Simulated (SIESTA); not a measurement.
The system is InPd.

```
In Pd
1.0
     3.27188    0.00000    0.00000
     0.00000    3.27188    0.00000
     0.00000    0.00000    3.27188
In Pd
1 1
Direct
  0.00000 0.00000 0.00000
  0.50000 0.50000 0.50000
```

The cell comes from a database or a generator and needn't be the stable form of this composition.

| Item | Value |
| --- | --- |
| Program | SIESTA 5.4.2 |
| Task | single point |
| Functional | PBEsol |
| Potentials or basis | PseudoDojo 0.4 standard (PBEsol files) |
| Basis | DZP (energy shift 0.003 Ry; two zetas on semicore shells) |
| Grid cutoff | 800 Ry |
| Energy shift | 0.003 Ry |
| k mesh | 8 × 8 × 8 |
| Occupations | fermi-dirac, width 0.05 eV |
| Spin | no spin polarisation |

On this cell: pressure -2.5 GPa; largest force zero by symmetry; band gap on the k mesh none (metal or under the smearing width).

The same run follows on a disturbed copy (atoms moved at random, drawn with an rms of 0.05 Å):

```
CELL_PARAMETERS angstrom
3.27188 0.00000 0.00000
0.00000 3.27188 0.00000
0.00000 0.00000 3.27188
ATOMIC_POSITIONS crystal
In 0.99323 0.00032 0.00838
Pd 0.48910 0.50688 0.49185
```

What changes?

The energy (extrapolated to zero smearing) moves by +3.8 meV/atom; pressure -2.3 GPa; largest force 0.259 eV/Å; band gap on the k mesh none (metal or under the smearing width).

Forces on the atoms (eV/Å):
```
In  -0.059  0.094 -0.234
Pd   0.061 -0.094  0.234
```

Stress tensor (GPa, compression positive):
```
-2.23 -0.02  0.08
-0.02 -2.24 -0.12
 0.08 -0.12 -2.34
```

Caveats: the basis of atomic orbitals isn't converged, which shifts pressures, moduli and gaps.
